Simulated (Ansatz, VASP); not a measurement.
# Be: VASP beside Ansatz

File INCAR:

```
PREC = Accurate
ENCUT = 520
EDIFF = 1E-7
ISMEAR = -1
SIGMA = 0.05
LREAL = F
LASPH = T
NELM = 100
ALGO = Normal
ISIF = 2
LWAVE = F
LCHARG = F
GGA = B5
ALDAX = 1.0
AGGAX = 1.0
AGGAC = 1.0
ALDAC = 0.0
```

The input KPOINTS:

```
regular mesh
0
Gamma
  14 14 14
```

The input POSCAR:

```
Be
1.0
    0.0000000000      1.5790500000      1.5790500000
    1.5790500000      0.0000000000      1.5790500000
    1.5790500000      1.5790500000      0.0000000000
Be
1
Direct
    0.0000000000      0.0000000000      0.0000000000
```

File KPOINTS_OPT:

```
path GXWKGLUWLK,UX
10
line-mode
reciprocal
 0.0000000000  0.0000000000  0.0000000000  G
 0.5000000000  0.0000000000  0.5000000000  X

 0.5000000000  0.0000000000  0.5000000000  X
 0.5000000000  0.2500000000  0.7500000000  W

 0.5000000000  0.2500000000  0.7500000000  W
 0.3750000000  0.3750000000  0.7500000000  K

 0.3750000000  0.3750000000  0.7500000000  K
 0.0000000000  0.0000000000  0.0000000000  G

 0.0000000000  0.0000000000  0.0000000000  G
 0.5000000000  0.5000000000  0.5000000000  L

 0.5000000000  0.5000000000  0.5000000000  L
 0.6250000000  0.2500000000  0.6250000000  U

 0.6250000000  0.2500000000  0.6250000000  U
 0.5000000000  0.2500000000  0.7500000000  W

 0.5000000000  0.2500000000  0.7500000000  W
 0.5000000000  0.5000000000  0.5000000000  L

 0.5000000000  0.5000000000  0.5000000000  L
 0.3750000000  0.3750000000  0.7500000000  K

 0.6250000000  0.2500000000  0.6250000000  U
 0.5000000000  0.0000000000  0.5000000000  X
```

input.yaml

```yaml
crystal:
  lattice:
    - [0.0, 1.57905, 1.57905]
    - [1.57905, 0.0, 1.57905]
    - [1.57905, 1.57905, 0.0]
  atoms:
    - { symbol: Be, position: [0.0, 0.0, 0.0] }
hamiltonian:
  xc: blyp
  pseudopotentials: { kind: paw }
kpoints:
  mp_grid: { grid: [14, 14, 14] }
  band_path:
    path:
      - [[0.0, 0.0, 0.0], [0.5, 0.0, 0.5], [0.5, 0.25, 0.75], [0.375, 0.375, 0.75], [0.0, 0.0, 0.0], [0.5, 0.5, 0.5], [0.625, 0.25, 0.625], [0.5, 0.25, 0.75], [0.5, 0.5, 0.5], [0.375, 0.375, 0.75]]
      - [[0.625, 0.25, 0.625], [0.5, 0.0, 0.5]]
    npoints: 14
scf:
  occupations: { method: fermi_dirac, width: 0.05 }
  n_extra_bands: 6
output:
  forces: true
  stress: true
  eigenvalues: true
  fatbands: false
  write_density: true
  write_potential: true
  elf: true
  volumetric_format: npy
```

The cell was built by a generator and needn't be a form met in nature.

Alike in both runs: task band structure; functional BLYP; k mesh 14 × 14 × 14; occupations fermi-dirac, width 0.05 eV; no spin polarisation.

```csv
,VASP,Ansatz
version,VASP 6.6.1,Ansatz 0.2.0
potentials or method,"VASP PAW PBE potentials, release 64 (Be)",Ansatz PAW
plane-wave cutoff (eV),520,420
valence electrons in the cell,2,2
```

```tsv
	VASP	Ansatz	Ansatz less VASP
gap on the k mesh at the Fermi level (eV)	none	none	-
pressure (GPa)	0.2	0.1	-0.09
```

A gap of «none» marks a metal or a gap that the smearing closes.

Caveats: the PAW data sets were made with another functional, which shifts forces and pressure a little (VASP); the PAW data sets come from PBE, with cores solved anew for the run's functional, which leaves a small shift of forces and pressure (Ansatz).
